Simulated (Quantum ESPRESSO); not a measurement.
Crystal: BN.

```
CELL_PARAMETERS angstrom
0.00000 1.81300 1.81300
1.81300 0.00000 1.81300
1.81300 1.81300 0.00000
ATOMIC_POSITIONS crystal
N 0.25000 0.25000 0.25000
B 0.00000 0.00000 0.00000
```

The cell is a database's computed one.

Base run:

```yaml
Program: Quantum ESPRESSO 7.5
Functional: BLYP
Potentials_or_basis: GBRV 1.5 PBE
Cutoff: 612 eV
Density_cutoff: 4898 eV
k_mesh: 10 × 10 × 10, shifted
Occupations: fermi-dirac, width 0.05 eV
Spin: no spin polarisation
```

Its results: pressure 8.6 GPa; electronic dielectric tensor (diagonal) 4.51.

Question: After a change of settings the same cell gave: pressure -0.5 GPa; electronic dielectric tensor (diagonal) 4.61. Which change was it?
A. functional from BLYP to AM05
B. functional from BLYP to PBE
C. functional from BLYP to WC
D. functional from BLYP to PBEsol; potentials or basis from GBRV 1.5 PBE to GBRV 1.5 PBEsol

Answer: B.

PBE binds more tightly than BLYP, so the same cell stands under less pressure.

Caveats: the potentials were made for another functional, which shifts forces and pressure (some runs); the cell is more than 3 GPa from zero pressure, which shifts response properties (some runs).

Not every run made on this cell is shown here.
